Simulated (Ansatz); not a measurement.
LDA, PBE, PBEsol and r²SCAN on Y

```
Y
1.0
     3.65150    0.00000    0.00000
    -1.82575    3.16229    0.00000
     0.00000    0.00000    5.74740
Y
2
Direct
  0.33333 0.66667 0.25000
  0.66667 0.33333 0.75000
```

Atom numbers follow the list: Y1, Y2.

The cell is COD entry 1539818, as deposited and not checked against the literature; nothing was relaxed.

One fixed cell is solved with several functionals by frozen-core PAW in Ansatz 0.2.0, scalar-relativistically. A positive pressure means that the functional wants a larger cell.

The PAW files were made with PBE; their cores are remade for each functional.

Sampling and basis: a Γ-centred 12×12×7 k mesh, Fermi–Dirac smearing of 0.08 eV, cutoff 420 eV, no spin polarisation.

Cutoffs: PBE 420 eV, LDA 420 eV, PBEsol 420 eV, r²SCAN 500 eV.

Task: Order the settings by the pressure that they give at this fixed cell, lowest first.
A. PBE
B. r²SCAN
C. PBEsol
D. LDA

Result: D (-3.91 GPa), C (-2.19 GPa), A (-0.31 GPa), B (0.47 GPa).

```tsv
setting	P (GPa)	lowest level at Γ above −25 eV, from the valence-band top or, without a gap, the Fermi level (eV)
PBE	-0.31	-22.95
LDA	-3.91	-22.89
PBEsol	-2.19	-22.89
r²SCAN	0.47	-23.84
```
